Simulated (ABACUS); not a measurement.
A run of ABACUS 3.10.1:

Contents of run_abacus.py:

```python
"""ABACUS run from a structure file: ASE reads it, the script writes STRU, KPT and INPUT."""
import re
import subprocess
import spglib
from ase import Atoms
from ase.io import read
from ase.units import Bohr

atoms = read("Zr.cif")
cell, frac, numbers = spglib.standardize_cell((atoms.cell[:], atoms.get_scaled_positions(), atoms.numbers), to_primitive=True, symprec=1e-4)
atoms = Atoms(numbers=numbers, cell=cell, scaled_positions=frac, pbc=True)  # the primitive cell
atoms = atoms[(-atoms.numbers).argsort(kind="stable")]  # ABACUS lists atoms element by element
pseudo = {'Zr': 'zr_lda_v1.uspp.F.UPF'}
orbital = {}
magmoms = None
kmesh = [7, 7, 4]
params = {
    'suffix': 'Zr',
    'calculation': 'scf',
    'basis_type': 'pw',
    'pseudo_dir': './',
    'symmetry': 1,
    'dft_functional': 'pz',
    'ecutwfc': 40,
    'pseudo_rcut': 10,
    'nspin': 1,
    'nbands': 22,
    'ks_solver': 'dav',
    'smearing_method': 'fd',
    'smearing_sigma': 0.00367493,
    'scf_thr': 1e-08,
    'scf_nmax': 100,
    'mixing_type': 'broyden',
    'mixing_beta': 0.7,
    'cal_force': 1,
    'cal_stress': 1,
    'ecutrho': 320,
    'out_chg': 1,
    'kpar': 4,
}

symbols = atoms.get_chemical_symbols()
elements = list(dict.fromkeys(symbols))
lines = ["ATOMIC_SPECIES"] + [f"{e} {atoms.get_masses()[symbols.index(e)]:.4f} {pseudo[e]}" for e in elements]
if orbital:
    lines += ["", "NUMERICAL_ORBITAL"] + [orbital[e] for e in elements]
lines += ["", "LATTICE_CONSTANT", f"{1 / Bohr:.10f}", "", "LATTICE_VECTORS"]
lines += [" ".join(f"{x:.10f}" for x in v) for v in atoms.cell]
lines += ["", "ATOMIC_POSITIONS", "Direct"]
for e in elements:
    lines += ["", e, "0.0", str(symbols.count(e))]
    for i, p in enumerate(atoms.get_scaled_positions(wrap=False)):
        if symbols[i] == e:
            mag = "" if magmoms is None else " mag " + " ".join(str(x) for x in (magmoms[i] if isinstance(magmoms[i], list) else [magmoms[i]]))
            lines.append(" ".join(f"{x:.10f}" for x in p) + " 1 1 1" + mag)
open("STRU", "w").write("\n".join(lines) + "\n")
open("KPT", "w").write("K_POINTS\n0\nGamma\n%d %d %d 0 0 0\n" % tuple(kmesh))
open("INPUT", "w").write("INPUT_PARAMETERS\n" + "".join(f"{k:<20s}{v}\n" for k, v in params.items()))

done = subprocess.run(['mpirun', '-np', '4', 'abacus'])
if done.returncode:
    raise SystemExit(done.returncode)
log = open("OUT.Zr/running_scf.log").read()
print("final energy (eV):", re.findall(r"FINAL_ETOT_IS (\S+)", log))
```

Contents of Zr.cif:

```cif
data_Zr
_cell_length_a 3.23200000
_cell_length_b 3.23200000
_cell_length_c 5.14700000
_cell_angle_alpha 90.00000000
_cell_angle_beta 90.00000000
_cell_angle_gamma 120.00000000
_space_group_name_H-M_alt 'P6_3/mmc'
_space_group_name_Hall '-P 6c 2c'
_space_group_IT_number 194
loop_
_space_group_symop_operation_xyz
'x,y,z'
'-x,-y,-z'
'x-y,x,z+1/2'
'-x+y,-x,-z+1/2'
'-y,x-y,z'
'y,-x+y,-z'
'-x,-y,z+1/2'
'x,y,-z+1/2'
'-x+y,-x,z'
'x-y,x,-z'
'y,-x+y,z+1/2'
'-y,x-y,-z+1/2'
'-y,-x,-z+1/2'
'y,x,z+1/2'
'-x,-x+y,-z'
'x,x-y,z'
'-x+y,y,-z+1/2'
'x-y,-y,z+1/2'
'y,x,-z'
'-y,-x,z'
'x,x-y,-z+1/2'
'-x,-x+y,z+1/2'
'x-y,-y,-z'
'-x+y,y,z'
loop_
_atom_site_label
_atom_site_type_symbol
_atom_site_symmetry_multiplicity
_atom_site_Wyckoff_symbol
_atom_site_fract_x
_atom_site_fract_y
_atom_site_fract_z
_atom_site_occupancy
Zr1 Zr 2 c 0.6666666667 0.3333333333 0.7500000000 1
```

Potentials or basis: GBRV ultrasoft 1.5 LDA, plane waves.

The run is started by

```console
$ OMP_NUM_THREADS=1 python run_abacus.py > log
```

Hardware: 4 MPI ranks on Intel(R) Xeon(R) Platinum 8488C (Sapphire Rapids), on a shared host.

Question: Estimate the wall time of this run.

Answer: It took 16 s on 4 MPI ranks on Intel(R) Xeon(R) Platinum 8488C (Sapphire Rapids), on a shared host, peak memory 0.68 GiB a rank. Counts: scf iterations 5, k points 24, bands 22, ranks 4.
